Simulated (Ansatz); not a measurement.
**Ga: which structure wins, with spin-orbit coupling**

Aim: relax Ga in several structures (bcc, hcp, sc, diamond) and rank them by energy, with spin-orbit coupling. The runs shown use PAW and LAPW.

Program: Ansatz 0.2.0. Level of theory: DFT PBE, with the methods named in each step. These are calculated values, not measurements.

### 1 The starting structure

Symmetry: Im-3m, No. 229, cubic system. Conventional cell: a = 3.362 Å, b = 3.362 Å, c = 3.362 Å, α = 90.00°, β = 90.00°, γ = 90.00°. Ga (site symmetry m-3m) has 8 Ga at 2.91 Å as nearest neighbours.

Coordinates:

```
Ga
1.0
    -1.68099    1.68099    1.68099
     1.68099   -1.68099    1.68099
     1.68099    1.68099   -1.68099
Ga
1
Direct
  0.00000 0.00000 0.00000
```

### 2 Bcc relaxed, PAW

Contents of input.yaml:

```yaml
crystal:
  lattice:
    - [-1.6809877034, 1.6809877034, 1.6809877034]
    - [1.6809877034, -1.6809877034, 1.6809877034]
    - [1.6809877034, 1.6809877034, -1.6809877034]
  atoms:
    - { symbol: Ga, position: [0.0, 0.0, 0.0] }
kpoints:
  mp_grid: { grid: [17, 17, 17] }
scf:
  occupations: { method: fermi_dirac, width: 0.05 }
hamiltonian:
  xc: pbe
  pseudopotentials: { kind: paw_fr }
output:
  forces: true
  stress: true
relax:
  f_tol: 0.005
  max_steps: 40
  cell: {}
magnetization:
  noncollinear: true
  spin_orbit: true
```

On the command line:

```bash
$ ansatz run input.yaml --threads 2 --pin off --max-ram 6144MiB --backend cpu --events-out ev --progress --plain --runs-dir out
```

Output, cut to the lines that bear on the results:

```text
[...]
Pseudopotentials: kind: paw_fr
Pseudopotential: Ga, paw_fr, valence charge 13, recommended cutoff 420 eV (normal)#standard-fr
Functional definition: PBE
[...]
non-collinear run that drives no moment, with spin-orbit: no starting moment large enough to seed its density (crystal.atoms[].spin), no starting occupations that ask for one, no magnetisation constraint and no magnetic field, so the semilocal B_xc is pinned to zero
Crystal: 1 atoms, lattice volume = 19.000 Å³
Basis set: ecut = 420 eV, 369 PW (Γ), exchange–correlation on 40×40×40 points (8 copies of the dense FFT grid, shifted against one another)
Bands: 22, of which v1, the nominal top of the filled ones, is band 13 counted from 1 (12 counted from 0)
Symmetry: 48 space group operations + 48 with time reversal
Magnetic group: BNS 229.141 (UNI 1643), of the structure as read, at distance tolerance 2.7e-5 Å
k-points: 165 of 4913
Projection manifold: j_resolved (fully-relativistic pseudo-atomic orbitals)
[...]
SCF iter   1: F=—  HF=-3783.089550 eV  |F-HF|=—  |Δ(HF+E_count)|=         —  Δρ=1.78e-2  dr2=5.96e-2  dr2_m=0.00e0 (ungated)  ethr=3.10e-3  |M|=0.00e0 ∫|m|=0.00e0 μB  |m|>n=0.0e0 m-floor=0.0e0 τ_xc=0.0e0  β_m=0.30  ⟨swp⟩=7.4  Hψ=12087  notcnv=0  defer=24
[...]
relax step   3: F+E_penalty+E_count = -3783.06402171 eV  Δ(F+E_penalty+E_count) = -6.412e-5 eV  max|allowed force component| = 0.000e0 eV/Å  Δτ_max = 0.0000 Å  P = +0.029 GPa  Ω = 19.212 Å³  stress off target by 2.91e-2 GPa  SCF on the basis re-selected at this cell (its energy is not [...]
SCF converged after 5 iterations
Magnetization: |M| = 0.0000 μB,  M = (+0.0000, +0.0000, +0.0000) μB
Absolute magnetization: 0.0000 μB (∫|m|)
  site 0: m = (+0.0000, +0.0000, +0.0000) μB, |m| = 0.0000 μB  (R = 1.21 Å)
Free energy (F): -3783.064022 eV
[...]
E sigma→0 (E₀):  -3783.061885 eV
Entropy (-TS):   -0.004274 eV (-4.274 meV/atom)
Fermi energy:    9.529164 eV
[...]
--- Forces (eV/Å), atoms counted from 1 ---
  atom   1  Ga    -0.00000000     0.00000000    -0.00000000
[...]
--- Stress (GPa, compression-positive) ---
        0.029130      -0.000000      -0.000000
        0.000000       0.029130      -0.000000
       -0.000000      -0.000000       0.029130
  P = ⅓ Tr σ = 0.0291 GPa (0.291 kbar)
--- Relaxed structure (2 steps of the walk, 2 accepted, 1 SCFs on fresh bases) ---
  F+E_penalty+E_count = -3783.06402171 eV   max|allowed force component| = 0.000e0 eV/Å   (the final SCF, on the basis selected at the relaxed cell)
  cell:  # Å, volume = 19.2124 Å³
    - [-1.6872275156176113, 1.6872275156176113, 1.6872275156176113]
    - [1.6872275156176113, -1.6872275156176113, 1.6872275156176113]
    - [1.6872275156176113, 1.6872275156176113, -1.6872275156176113]
  atoms:
    - { symbol: Ga, position: [0.0, 0.0, 0.0] }
```

It took 8.4 s on 2 threads of Arm Neoverse V2, shared host; peak memory 0.44 GiB.

The steps of the relaxation:

```csv
step,energy from step 1 (eV/cell),largest force component (eV/Å),pressure (GPa),volume (Å³)
1,0.0000,0.0000,0.56,19.00
2,-0.0003,0.0000,0.03,19.21
3,-0.0004,0.0000,0.03,19.21
```

Step 1 is the start. Step 3 repeats the geometry before on a plane-wave basis chosen anew for that cell, so the energy can jump there without any move; the table keeps such jumps.

| input's cell | before | after | change |
| --- | --- | --- | --- |
| a (Å) | 2.912 | 2.922 | +0.4 % |
| b (Å) | 2.912 | 2.922 | +0.4 % |
| c (Å) | 2.912 | 2.922 | +0.4 % |
| volume (Å³/atom) | 19.00 | 19.21 | +1.1 % |

### 3 Bcc relaxed, LAPW

Contents of input.yaml:

```yaml
crystal:
  lattice:
    - [-1.6872275156, 1.6872275156, 1.6872275156]
    - [1.6872275156, -1.6872275156, 1.6872275156]
    - [1.6872275156, 1.6872275156, -1.6872275156]
  atoms:
    - { symbol: Ga, position: [0.0, 0.0, 0.0] }
kpoints:
  mp_grid: { grid: [17, 17, 17] }
scf:
  occupations: { method: fermi_dirac, width: 0.05 }
hamiltonian:
  xc: pbe
  pseudopotentials: { kind: all_electron, lapw: { basis_error: 0.0005 } }
output:
  forces: true
  stress: true
  eigenvalues: true
  populations: true
relax:
  f_tol: 0.005
  max_steps: 25
  cell: {}
magnetization:
  noncollinear: true
  spin_orbit: true
```

On the command line:

```bash
$ ansatz run input.yaml --threads 2 --pin off --max-ram 6144MiB --backend cpu --events-out ev --progress --plain --runs-dir out
```

Output, cut to the lines that bear on the results:

```text
[...]
Ga: projections on atomic orbitals take those of the free atom 1s2 2s2 2p6 3s2 3p6 3d10 4s2 4p1, of charge +0.00 (hamiltonian.pseudopotentials.projection_atoms)
LAPW: plane waves up to 7.977 Å⁻¹, error target 5.0e-4 eV per atom; Dirac's equation on spinors; Ga in spheres of 1.417 Å, 21 of its electrons in bands
[...]
Pseudopotentials: kind: all_electron
Pseudopotential: Ga, LAPW, valence charge 21, Dirac's equation, gaussian nucleus
Functional definition: PBE
[...]
non-collinear run that drives no moment, with spin-orbit: no starting moment large enough to seed its density (crystal.atoms[].spin), no starting occupations that ask for one, no magnetisation constraint and no magnetic field, so the semilocal B_xc is pinned to zero
Crystal: 1 atoms, lattice volume = 19.212 Å³
Basis set: ecut = 242.4454831608738 eV, 177 PW (Γ), exchange–correlation at level 2
[...]
--- Forces (eV/Å), atoms counted from 1 ---
  atom   1  Ga    -0.00000000     0.00000000     0.00000000
[...]
--- Stress (GPa, compression-positive) ---
        0.004006       0.000000      -0.000000
        0.000000       0.004006      -0.000000
       -0.000000      -0.000000       0.004006
  P = ⅓ Tr σ = 0.0040 GPa (0.040 kbar)
--- Band table (eV; the first three rows and the last of 165) ---
[...]
--- Relaxed structure (2 steps of the walk, 2 accepted, 1 SCFs on fresh bases) ---
  F+E_penalty+E_count = -52902.02290067 eV   max|allowed force component| = 0.000e0 eV/Å   (the final SCF, on the basis selected at the relaxed cell)
  cell:  # Å, volume = 19.2321 Å³
    - [-1.6878036001528396, 1.6878036001528396, 1.6878036001528396]
    - [1.6878036001528396, -1.6878036001528396, 1.6878036001528396]
    - [1.6878036001528396, 1.6878036001528396, -1.6878036001528396]
  atoms:
    - { symbol: Ga, position: [0.0, 0.0, 0.0] }
--- Löwdin populations: 1 site ---
  site symbol       q [e]
     0     Ga     30.9834
  spilling = 0.000535 (of n_electrons = 31.000000)
```

Wall time 80 s (2 threads of Arm Neoverse V2, shared host); peak memory 0.56 GiB.

Step by step:

```csv
step,energy from step 1 (eV/cell),largest force component (eV/Å),pressure (GPa),volume (Å³)
1,0.0000,0.0000,0.05,19.21
2,0.0000,0.0000,0.00,19.23
3,0.0000,0.0000,0.00,19.23
```

Step 1 is the start. Step 3 repeats the geometry before on a plane-wave basis chosen anew for that cell, so the energy can jump there without any move; the table keeps such jumps.

| input's cell | before | after | change |
| --- | --- | --- | --- |
| a (Å) | 2.922 | 2.923 | +0.0 % |
| b (Å) | 2.922 | 2.923 | +0.0 % |
| c (Å) | 2.922 | 2.923 | +0.0 % |
| volume (Å³/atom) | 19.21 | 19.23 | +0.1 % |

This run gives: pressure 0.00 GPa; no gap.

### 4 Hcp relaxed, PAW

Contents of input.yaml:

```yaml
crystal:
  lattice:
    - [3.00316585, 0.0, 0.0]
    - [-1.501582925, 2.6008179178, 0.0]
    - [0.0, 0.0, 4.8651286769]
  atoms:
    - { symbol: Ga, position: [0.3333333333, 0.6666666667, 0.25] }
    - { symbol: Ga, position: [0.6666666667, 0.3333333333, 0.75] }
kpoints:
  mp_grid: { grid: [16, 16, 9] }
scf:
  occupations: { method: fermi_dirac, width: 0.05 }
hamiltonian:
  xc: pbe
  pseudopotentials: { kind: paw_fr }
output:
  forces: true
  stress: true
relax:
  f_tol: 0.005
  max_steps: 40
  cell: {}
magnetization:
  noncollinear: true
  spin_orbit: true
```

On the command line:

```bash
$ ansatz run input.yaml --threads 2 --pin off --max-ram 6144MiB --backend cpu --events-out ev --progress --plain --runs-dir out
```

Output, cut to the lines that bear on the results:

```text
[...]
Pseudopotentials: kind: paw_fr
Pseudopotential: Ga, paw_fr, valence charge 13, recommended cutoff 420 eV (normal)#standard-fr
Functional definition: PBE
[...]
non-collinear run that drives no moment, with spin-orbit: no starting moment large enough to seed its density (crystal.atoms[].spin), no starting occupations that ask for one, no magnetisation constraint and no magnetic field, so the semilocal B_xc is pinned to zero
Crystal: 2 atoms, lattice volume = 38.000 Å³
Basis set: ecut = 420 eV, 713 PW (Γ), exchange–correlation on 48×48×72 points (8 copies of the dense FFT grid, shifted against one another)
Bands: 34, of which v1, the nominal top of the filled ones, is band 26 counted from 1 (25 counted from 0)
Symmetry: 24 space group operations + 24 with time reversal
Magnetic group: BNS 194.264 (UNI 1494), of the structure as read, at distance tolerance 3.4e-5 Å
[...]
relax step   2: F+E_penalty+E_count = -7566.14664922 eV  Δ(F+E_penalty+E_count) = -1.138e-3 eV  max|allowed force component| = 7.517e-17 eV/Å  Δτ_max = 0.0000 Å  P = -0.039 GPa  Ω = 38.113 Å³  energy of the carried Pulay correction = -3.806e-5 eV  (4 SCF iters, dr2 threshold 2.00e-7 eV, accepted)
[...]
relax step   3: F+E_penalty+E_count = -7566.14384983 eV  Δ(F+E_penalty+E_count) = +2.799e-3 eV  max|allowed force component| = 7.401e-17 eV/Å  Δτ_max = 0.0000 Å  P = +0.401 GPa  Ω = 37.744 Å³  energy of the carried Pulay correction = +5.250e-5 eV  (5 SCF iters, dr2 threshold 2.00e-7 eV, [...]
Projection manifold: j_resolved (fully-relativistic pseudo-atomic orbitals)
[...]
spin=Noncollinear: Kerker preconditioning applied to the charge; magnetization (m_x, m_y, m_z) channels mix plain (no charge-response kernel on spin).
[...]
SCF iter   5: F=—  HF=-7566.147070 eV  |F-HF|=—  |Δ(HF+E_count)|=   2.13e-6  Δρ=1.48e-5  dr2=5.06e-8  dr2_m=0.00e0 (ungated)  ethr=1.21e-9  |M|=0.00e0 ∫|m|=0.00e0 μB  |m|>n=0.0e0 m-floor=0.0e0 τ_xc=0.0e0  β_m=0.88  ⟨swp⟩=3.0  Hψ=4586  notcnv=0
```

### 5 The output, continued: hcp relaxed, PAW files

The log, continued, cut to the lines that bear on the results:

```text
SCF iter   6: F=—  HF=-7566.147070 eV  |F-HF|=—  |Δ(HF+E_count)|=   1.71e-8  Δρ=2.29e-6  dr2=1.88e-9  dr2_m=0.00e0 (ungated)  ethr=1.94e-10  |M|=0.00e0 ∫|m|=0.00e0 μB  |m|>n=0.0e0 m-floor=0.0e0 τ_xc=0.0e0  β_m=0.94  ⟨swp⟩=2.9  Hψ=4539  notcnv=0
[...]
relax step   4: F+E_penalty+E_count = -7566.14706960 eV  Δ(F+E_penalty+E_count) = -4.204e-4 eV  max|allowed force component| = 5.551e-17 eV/Å  Δτ_max = 0.0000 Å  P = -0.033 GPa  Ω = 38.086 Å³  energy of the carried Pulay correction = -3.419e-5 eV  (8 SCF iters, accepted)
[...]
relax step   5: F+E_penalty+E_count = -7566.14709372 eV  Δ(F+E_penalty+E_count) = -2.412e-5 eV  max|allowed force component| = 9.252e-17 eV/Å  Δτ_max = 0.0000 Å  P = -0.002 GPa  Ω = 38.056 Å³  energy of the carried Pulay correction = -2.680e-5 eV  (4 SCF iters, dr2 threshold 1.37e-8 eV, accepted)
[...]
Entropy (-TS):   -0.005784 eV (-2.892 meV/atom)
Fermi energy:    9.632956 eV
[...]
--- Forces (eV/Å), atoms counted from 1 ---
  atom   1  Ga     0.00000000    -0.00000000     0.00000000
  atom   2  Ga     0.00000000     0.00000000     0.00000000
[...]
--- Stress (GPa, compression-positive) ---
        0.011385      -0.000000       0.000000
        0.000000       0.011385       0.000000
        0.000000       0.000000      -0.027324
  P = ⅓ Tr σ = -0.0015 GPa (-0.015 kbar)
--- Relaxed structure (5 steps of the walk, 4 accepted, 1 SCFs on fresh bases) ---
  F+E_penalty+E_count = -7566.14711288 eV   max|allowed force component| = 5.782e-17 eV/Å   (the final SCF, on the basis selected at the relaxed cell)
  cell:  # Å, volume = 38.0564 Å³
    - [2.9870224204366833, 3.5841323047754803e-36, 0.0]
    - [-1.4935112102183417, 2.5868372977718495, 0.0]
    - [0.0, 0.0, 4.925162455123067]
  atoms:
    - { symbol: Ga, position: [0.33333333333333337, 0.6666666666666667, 0.25] }
    - { symbol: Ga, position: [0.6666666666666666, 0.33333333333333337, 0.7500000000000001] }
```

It took 54 s on 2 threads of Arm Neoverse V2, shared host; peak memory 0.6 GiB.

The steps of the relaxation:

```csv
step,energy from step 1 (eV/cell),largest force component (eV/Å),pressure (GPa),volume (Å³)
1,0.0000,0.0000,0.15,38.00
2,-0.0011,0.0000,-0.04,38.11
3x,0.0017,0.0000,0.40,37.74
4,-0.0016,0.0000,-0.03,38.09
5,-0.0016,0.0000,0.00,38.06
6,-0.0016,0.0000,0.00,38.06
```

Step 1 is the start. Step 6 repeats the geometry before on a plane-wave basis chosen anew for that cell, so the energy can jump there without any move; the table keeps such jumps. 1 step was tried and not accepted (marked x).

| input's cell | before | after | change |
| --- | --- | --- | --- |
| a (Å) | 3.003 | 2.987 | -0.5 % |
| b (Å) | 3.003 | 2.987 | -0.5 % |
| c (Å) | 4.865 | 4.925 | +1.2 % |
| volume (Å³/atom) | 19.00 | 19.03 | +0.1 % |

### 6 Hcp relaxed, LAPW

Contents of input.yaml:

```yaml
crystal:
  lattice:
    - [2.9870224204, 0.0, 0.0]
    - [-1.4935112102, 2.5868372978, 0.0]
    - [0.0, 0.0, 4.9251624551]
  atoms:
    - { symbol: Ga, position: [0.3333333333, 0.6666666667, 0.25] }
    - { symbol: Ga, position: [0.6666666667, 0.3333333333, 0.75] }
kpoints:
  mp_grid: { grid: [16, 16, 9] }
scf:
  occupations: { method: fermi_dirac, width: 0.05 }
hamiltonian:
  xc: pbe
  pseudopotentials: { kind: all_electron, lapw: { basis_error: 0.0005 } }
output:
  forces: true
  stress: true
  eigenvalues: true
  populations: true
relax:
  f_tol: 0.005
  max_steps: 25
  cell: {}
magnetization:
  noncollinear: true
  spin_orbit: true
```

On the command line:

```bash
$ ansatz run input.yaml --threads 2 --pin off --max-ram 6144MiB --backend cpu --events-out ev --progress --plain --runs-dir out
```

Output, cut to the lines that bear on the results:

```text
[...]
Ga: projections on atomic orbitals take those of the free atom 1s2 2s2 2p6 3s2 3p6 3d10 4s2 4p1, of charge +0.00 (hamiltonian.pseudopotentials.projection_atoms)
LAPW: plane waves up to 7.761 Å⁻¹, error target 5.0e-4 eV per atom; Dirac's equation on spinors; Ga in spheres of 1.449 Å, 21 of its electrons in bands
[...]
Pseudopotentials: kind: all_electron
Pseudopotential: Ga, LAPW, valence charge 21, Dirac's equation, gaussian nucleus
Functional definition: PBE
[...]
non-collinear run that drives no moment, with spin-orbit: no starting moment large enough to seed its density (crystal.atoms[].spin), no starting occupations that ask for one, no magnetisation constraint and no magnetic field, so the semilocal B_xc is pinned to zero
Crystal: 2 atoms, lattice volume = 38.056 Å³
Basis set: ecut = 229.5012955672732 eV, 313 PW (Γ), exchange–correlation at level 2
[...]
  atom   2  Ga     0.00000000     0.00000000     0.00000000
[...]
--- Stress (GPa, compression-positive) ---
        0.029976       0.000000       0.000000
       -0.000000       0.029976       0.000000
        0.000000       0.000000      -0.009438
  P = ⅓ Tr σ = 0.0168 GPa (0.168 kbar)
--- Band table (eV; the first three rows and the last of 150) ---
[...]
--- Relaxed structure (1 steps of the walk, 1 accepted, 1 SCFs on fresh bases) ---
  F+E_penalty+E_count = -105804.06479063 eV   max|allowed force component| = 1.229e-18 eV/Å   (the final SCF, on the basis selected at the relaxed cell)
  cell:  # Å, volume = 38.0564 Å³
    - [2.9870224204345943, 0.0, 0.0]
    - [-1.4935112102172972, 2.5868372977700407, 0.0]
    - [0.0, 0.0, 4.9251624551]
  atoms:
    - { symbol: Ga, position: [0.33333333333333337, 0.6666666666666667, 0.25] }
    - { symbol: Ga, position: [0.6666666666666667, 0.33333333333333337, 0.75] }
--- Löwdin populations: 2 sites ---
  site symbol       q [e]
     0     Ga     30.9829
     1     Ga     30.9829
  spilling = 0.000553 (of n_electrons = 62.000000)
```

Wall time 2.8 min (2 threads of Arm Neoverse V2, shared host); peak memory 0.99 GiB.

The steps of the relaxation:

```csv
step,energy from step 1 (eV/cell),largest force component (eV/Å),pressure (GPa),volume (Å³)
1,0.0000,0.0000,0.02,38.06
2,0.0000,0.0000,0.02,38.06
```

Step 1 is the start. Step 2 repeats the geometry before on a plane-wave basis chosen anew for that cell, so the energy can jump there without any move; the table keeps such jumps.

| input's cell | before | after | change |
| --- | --- | --- | --- |
| a (Å) | 2.987 | 2.987 | -0.0 % |
| b (Å) | 2.987 | 2.987 | -0.0 % |
| c (Å) | 4.925 | 4.925 | -0.0 % |
| volume (Å³/atom) | 19.03 | 19.03 | -0.0 % |

This run gives: pressure 0.02 GPa; no gap.

### 7 Sc relaxed, PAW

Contents of input.yaml:

```yaml
crystal:
  lattice:
    - [2.7377415812, 0.0, 0.0]
    - [0.0, 2.7377415812, 0.0]
    - [0.0, 0.0, 2.7377415812]
  atoms:
    - { symbol: Ga, position: [0.0, 0.0, 0.0] }
kpoints:
  mp_grid: { grid: [15, 15, 15] }
scf:
  occupations: { method: fermi_dirac, width: 0.05 }
hamiltonian:
  xc: pbe
  pseudopotentials: { kind: paw_fr }
output:
  forces: true
  stress: true
  write_density: true
  write_potential: true
  elf: true
  volumetric_format: npy
relax:
  f_tol: 0.005
  max_steps: 40
  cell: {}
magnetization:
  noncollinear: true
  spin_orbit: true
```

On the command line:

```bash
$ ansatz run input.yaml --threads 2 --pin off --max-ram 6144MiB --backend cpu --events-out ev --progress --plain --runs-dir out
```

Output, cut to the lines that bear on the results:

```text
[...]
Pseudopotentials: kind: paw_fr
Pseudopotential: Ga, paw_fr, valence charge 13, recommended cutoff 420 eV (normal)#standard-fr
Functional definition: PBE
[...]
non-collinear run that drives no moment, with spin-orbit: no starting moment large enough to seed its density (crystal.atoms[].spin), no starting occupations that ask for one, no magnetisation constraint and no magnetic field, so the semilocal B_xc is pinned to zero
Crystal: 1 atoms, lattice volume = 20.520 Å³
Basis set: ecut = 420 eV, 389 PW (Γ), exchange–correlation on 40×40×40 points (8 copies of the dense FFT grid, shifted against one another)
Bands: 22, of which v1, the nominal top of the filled ones, is band 13 counted from 1 (12 counted from 0)
Symmetry: 48 space group operations + 48 with time reversal
Magnetic group: BNS 221.93 (UNI 1595), of the structure as read, at distance tolerance 2.7e-5 Å
[...]
E sigma→0 (E₀):  -3783.016456 eV
Entropy (-TS):   -0.004144 eV (-4.144 meV/atom)
Fermi energy:    8.533856 eV
[...]
--- Forces (eV/Å), atoms counted from 1 ---
  atom   1  Ga     0.00000000    -0.00000000     0.00000000
[...]
--- Stress (GPa, compression-positive) ---
        0.003909      -0.000000      -0.000000
       -0.000000       0.003909       0.000000
       -0.000000       0.000000       0.003909
  P = ⅓ Tr σ = 0.0039 GPa (0.039 kbar)
--- Band table (eV; the first three rows and the last of 120) ---
[... band rows left out ...]
[...]
--- Relaxed structure (3 steps of the walk, 3 accepted, 1 SCFs on fresh bases) ---
  F+E_penalty+E_count = -3783.01852835 eV   max|allowed force component| = 0.000e0 eV/Å   (the final SCF, on the basis selected at the relaxed cell)
  cell:  # Å, volume = 20.1739 Å³
    - [2.722262939180355, -8.217301096052206e-33, 6.419766481290786e-35]
    - [-8.217301096052206e-33, 2.722262939180355, 7.222237291452134e-35]
    - [1.925929944387236e-34, 7.222237291452134e-35, 2.722262939180355]
  atoms:
    - { symbol: Ga, position: [0.0, 0.0, 0.0] }
```

Wall time 11 s (2 threads of Arm Neoverse V2, shared host); peak memory 0.42 GiB.

Step by step:

```csv
step,energy from step 1 (eV/cell),largest force component (eV/Å),pressure (GPa),volume (Å³)
1,0.0000,0.0000,-0.74,20.52
2,-0.0008,0.0000,-0.15,20.24
3,-0.0009,0.0000,0.00,20.17
4,-0.0008,0.0000,0.00,20.17
```

Step 1 is the start. Step 4 repeats the geometry before on a plane-wave basis chosen anew for that cell, so the energy can jump there without any move; the table keeps such jumps.

| input's cell | before | after | change |
| --- | --- | --- | --- |
| a (Å) | 2.738 | 2.722 | -0.6 % |
| b (Å) | 2.738 | 2.722 | -0.6 % |
| c (Å) | 2.738 | 2.722 | -0.6 % |
| volume (Å³/atom) | 20.52 | 20.17 | -1.7 % |

Read from it: pressure 0.00 GPa; no gap.

(Part 1 of 2 ends here.)
